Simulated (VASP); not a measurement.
# N: molecular dynamics at constant energy

N, Pa-3 (no. 205), 8 atoms in the cell. PBE, molecular dynamics; PAW potentials N (PBE set).

Ensemble: NVE; Starting temperature (K): 600.

## Input

INCAR:
```
SYSTEM = N
ALGO = Fast ; ANDERSEN_PROB = 0.0
EDIFF = 1E-6 ; ENCUT = 400
GGA = PE ; IBRION = 0
ISIF = 2 ; ISMEAR = -1
ISYM = 0 ; KPAR = 2
LASPH = .True. ; LCHARG = .False.
LREAL = Auto ; LWAVE = .False.
MDALGO = 1 ; NELM = 60
NELMIN = 4 ; NSW = 60
POTIM = 1.0 ; PREC = Normal
RANDOM_SEED = 410920 0 0 ; SIGMA = 0.05
TEBEG = 600
```

KPOINTS:
```
k-points
0
Monkhorst-Pack
  2 2 2
```

POSCAR:
```
N
1.0
    5.5605176600      0.0000000000      0.0000000000
    0.0000000000      5.5605176600      0.0000000000
    0.0000000000      0.0000000000      5.5605176600
N
8
Direct
    0.0573973300      0.4426026700      0.5573973300
    0.4426026700      0.5573973300      0.0573973300
    0.5573973300      0.0573973300      0.4426026700
    0.9426026700      0.9426026700      0.9426026700
    0.9426026700      0.5573973300      0.4426026700
    0.5573973300      0.4426026700      0.9426026700
    0.4426026700      0.9426026700      0.5573973300
    0.0573973300      0.0573973300      0.0573973300
```

Commands:
```
cat potpaw_PBE.64/N/POTCAR > POTCAR
mpirun -np 2 vasp_std > vasp.out
```

## Result

- Rise of the mean potential energy above the start (meV/atom): 9.7
- Mean temperature (K): 518
- Standard error of the mean temperature (K): 23
- Relative fluctuation of the kinetic energy: 0.096
- Canonical value of that fluctuation: 0.309
- Electronic steps per ionic step after the first: 6.0

Course of the run:

| Time (fs) | Temperature (K) | Potential energy less the first (meV/atom) |
|---|---|---|
| 1 | 603 | 0.0 |
| 6 | 563 | 4.7 |
| 10 | 567 | 4.2 |
| 15 | 592 | 1.2 |
| 19 | 546 | 6.6 |
| 24 | 534 | 7.9 |
| 28 | 555 | 5.5 |
| 33 | 504 | 11.4 |
| 37 | 498 | 11.9 |
| 42 | 510 | 10.5 |
| 46 | 458 | 16.6 |
| 51 | 450 | 17.4 |
| 55 | 468 | 15.3 |
| 60 | 432 | 19.5 |

REPORT:
```
MDALGO =   1
         ANDERSEN_PROB =  0.00000000
               SCALING =       0
                 CNEXP =     9.000   14.000
           RANDOM_SEED =            410920                0                0

   original number of atomic DOF:         21
   number of independent constraints:      0
   number of active DOF:                  21

========================================
         MD step No.       1
========================================

  Atomic velocities initialized by STEP_tb

  >Energies
                    E_tot             E_pot             E_kin               EPS                ES
   e_b>   -0.65937253E+02   -0.66482993E+02    0.54574001E+00    0.00000000E+00    0.00000000E+00

  >Temperature
               T_sim     T_inst
   tmprt>    600.000    603.144

  >Thermostat, num. of collisions:                0

           RANDOM_SEED =            410920               96                0

[... steps left out ...]

========================================
         MD step No.      60
========================================

  >Energies
                    E_tot             E_pot             E_kin               EPS                ES
   e_b>   -0.65935967E+02   -0.66327279E+02    0.39131247E+00    0.00000000E+00    0.00000000E+00

  >Temperature
               T_sim     T_inst
   tmprt>    600.000    432.473

  >Thermostat, num. of collisions:                0

           RANDOM_SEED =            410920             2928                0
```

OSZICAR:
```
N       E                     dE             d eps       ncg     rms          rms(c)
DAV:   1     0.243862699042E+03    0.24386E+03   -0.16396E+04   200   0.110E+03
DAV:   2    -0.474635978753E+02   -0.29133E+03   -0.28599E+03   271   0.285E+02
DAV:   3    -0.693180593491E+02   -0.21854E+02   -0.21779E+02   213   0.896E+01
DAV:   4    -0.697448359756E+02   -0.42678E+00   -0.42645E+00   292   0.119E+01
DAV:   5    -0.697491946612E+02   -0.43587E-02   -0.43583E-02   270   0.120E+00    0.159E+01
RMM:   6    -0.670539911040E+02    0.26952E+01   -0.36917E+00   200   0.106E+01    0.907E+00
RMM:   7    -0.665121428796E+02    0.54185E+00   -0.44353E+00   200   0.113E+01    0.242E+00
RMM:   8    -0.665162448843E+02   -0.41020E-02   -0.80163E-01   200   0.540E+00    0.990E-01
RMM:   9    -0.664805568515E+02    0.35688E-01   -0.11949E-01   200   0.219E+00    0.127E-01
RMM:  10    -0.664830907581E+02   -0.25339E-02   -0.26266E-02   204   0.909E-01    0.180E-01
RMM:  11    -0.664836862782E+02   -0.59552E-03   -0.42308E-03   205   0.383E-01    0.241E-01
RMM:  12    -0.664830159829E+02    0.67030E-03   -0.19365E-03   200   0.278E-01    0.546E-02
[... left out ...]
[... last step whole ...]
       N       E                     dE             d eps       ncg     rms          rms(c)
DAV:   1    -0.663269889728E+02    0.38136E-02   -0.58249E-02   272   0.138E+00    0.606E-02
RMM:   2    -0.663272572411E+02   -0.26827E-03   -0.29233E-03   200   0.407E-01    0.305E-02
RMM:   3    -0.663272739324E+02   -0.16691E-04   -0.26756E-04   202   0.117E-01    0.259E-02
RMM:   4    -0.663272770857E+02   -0.31532E-05   -0.84511E-05   216   0.539E-02    0.116E-02
RMM:   5    -0.663272788844E+02   -0.17988E-05   -0.18627E-05   224   0.215E-02    0.584E-03
RMM:   6    -0.663272790386E+02   -0.15422E-06   -0.15596E-06   121   0.810E-03
     60 T=   432. E= -.65935967E+02 F= -.66327279E+02 E0= -.66327279E+02  EK= 0.39131E+00 SP= 0.00E+00 SK= 0.00E+00
```

Limits: 60 fs of 8 atoms are too short for converged averages.

VASP 6.6.1 took 115 s on 2 cores (AMD EPYC 7R13 (Zen 3)), a shared host.
